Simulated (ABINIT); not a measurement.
A run of ABINIT 10.8.3 (patched build):

The input run.abi:

```
# Pseudopotentials
pp_dirpath "./"
pseudos "Cd.hgh, Se.hgh"

# Structure
acell 4.3420191692 4.3420191692 4.3420191692 Angstrom
rprim
     0.0000000000     0.7071067812     0.7071067812
     0.7071067812     0.0000000000     0.7071067812
     0.7071067812     0.7071067812     0.0000000000
ntypat 2
znucl 48 34
natom 2
typat 1 2
xcart
     0.0000000000     0.0000000000     0.0000000000
     1.5351355993     1.5351355993     1.5351355993 Angstrom

# Plane-wave basis
ecut 14.0

# k points
kptopt 1
ngkpt 6 6 6
nshiftk 1
shiftk 0.0 0.0 0.0

# Exchange and correlation
ixc 7

# Bands and occupations
nband 8
occopt 3
tsmear 0.00183747

# SCF cycle
nstep 100
tolvrs 1.0e-10

# Output
iomode 3
prtwf 0
prtden 0
prteig 0
prtebands 0
```

Potentials or basis: HGH LDA.

Run with:

```bash
$ abinit run.abi > log 2>&1
```

Hardware: 1 thread of Arm Neoverse V2, with other jobs on the host.

Estimate the wall time of this run.

It took 2.6 s on 1 thread of Arm Neoverse V2 (shared host), peak memory 0.06 GiB. Counts: scf iterations 9, k points 16, bands 8, plane waves 1002.
